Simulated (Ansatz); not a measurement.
Zincblende LiCl was relaxed with 5 functionals in the plane-wave code Ansatz, cell and atoms free, the symmetry of the start kept (meshes: PBE 8×8×8, r2SCAN 8×8×8, PBEsol 8×8×8, LDA 8×8×8, HSE06 6×6×6). Values at 0 K without nuclear motion; spin polarisation is off, and the phase may be a hypothetical one.

The HSE06 result:
```cif
data_structure
_symmetry_space_group_name_H-M 'F-43m'
_symmetry_Int_Tables_number 216
_cell_length_a 5.4799
_cell_length_b 5.4799
_cell_length_c 5.4799
_cell_angle_alpha 90.000
_cell_angle_beta 90.000
_cell_angle_gamma 90.000
_cell_volume 164.56
loop_
_atom_site_label
_atom_site_type_symbol
_atom_site_symmetry_multiplicity
_atom_site_Wyckoff_symbol
_atom_site_fract_x
_atom_site_fract_y
_atom_site_fract_z
_atom_site_occupancy
Li1 Li 4 a 0.00000 0.00000 0.00000 1
Cl1 Cl 4 d 0.25000 0.25000 0.75000 1
```

Space group F-43m (No. 216), cubic; conventional cell a = 5.480 Å, 20.57 Å³ an atom. Li has 4 Cl at 2.37 Å; Cl has 4 Li at 2.37 Å.

Task: What lattice does PBEsol give?

Result: a = 5.439 Å; the volume differs by -2.2 % from HSE06's. Li is surrounded by 4 Cl at 2.36 Å; Cl is surrounded by 4 Li at 2.36 Å.

Task: How does the cell change with LDA?

Result: a = 5.325 Å; the volume differs by -8.2 % from HSE06's. Li has 4 Cl at 2.31 Å; Cl has 4 Li at 2.31 Å.

Task: Held at the r2SCAN cell, what mean stress do LDA and PBE find, and does its sign point to their own minimum?

Result: Yes. LDA -2.02 GPa, and its relaxed volume is -7.5 % from r2SCAN's; PBE +0.70 GPa, and its relaxed volume is +2.7 % from r2SCAN's. Compression counts positive, so a positive stress asks for a larger cell.
